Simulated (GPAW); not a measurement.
# Pb in GPAW: convergence with smearing width (eV)

The system is Pb.

```
CELL_PARAMETERS angstrom
0.00000 3.43900 3.43900
3.43900 0.00000 3.43900
3.43900 3.43900 0.00000
ATOMIC_POSITIONS crystal
Pb 0.25000 0.25000 0.25000
Pb 0.00000 0.00000 0.00000
```

This isn't the form of Pb at room conditions, which is fcc.

| Item | Value |
| --- | --- |
| Program | GPAW 26.7.0 |
| Task | convergence study |
| Functional | RPBE |
| Potentials or basis | the program's PAW data sets (release 1.2.1) made for this functional |
| Cutoff | 600 eV |
| Basis | pw |
| k mesh | 7 × 7 × 7 |
| Occupations | fermi-dirac, width 0.5 eV |
| Spin | no spin polarisation |

These are the settings of the first run; the series varies smearing width (eV), with any setting tied to it.

Hardware: 1 thread of AMD EPYC 9R45 96-Core Processor (Zen 5), with other jobs on the host.

| smearing width (eV) | energy less the tightest run, at zero smearing (meV/atom) | pressure (GPa) | SCF cycles | CPU time (s) | peak memory (GiB) |
| --- | --- | --- | --- | --- | --- |
| 0.5 | 37.29 | 4.56 | 9 | 11 | 0.18 |
| 0.3 | 10.66 | 3.69 | 9 | 11 | 0.18 |
| 0.2 | 1.79 | 3.43 | 9 | 11 | 0.18 |
| 0.15 | -0.46 | 3.35 | 9 | 11 | 0.18 |
| 0.1 | -1.06 | 3.30 | 9 | 11 | 0.18 |
| 0.05 | -0.29 | 3.29 | 9 | 11 | 0.18 |
| 0.025 | -0.03 | 3.29 | 9 | 11 | 0.18 |
| 0.01 | 0.00 | 3.28 | 9 | 11 | 0.18 |

Against the tightest run, the energy stays within 1 meV/atom from 0.05 on; the pressure stays within 0.1 GPa from 0.15 on. Narrower smearing needs a denser k mesh, so at a fixed mesh the narrowest width isn't the most accurate. The tightest run that finished is the yardstick and may itself not be fully converged.

Spin-orbit coupling is left out, which matters for the levels of Pb.
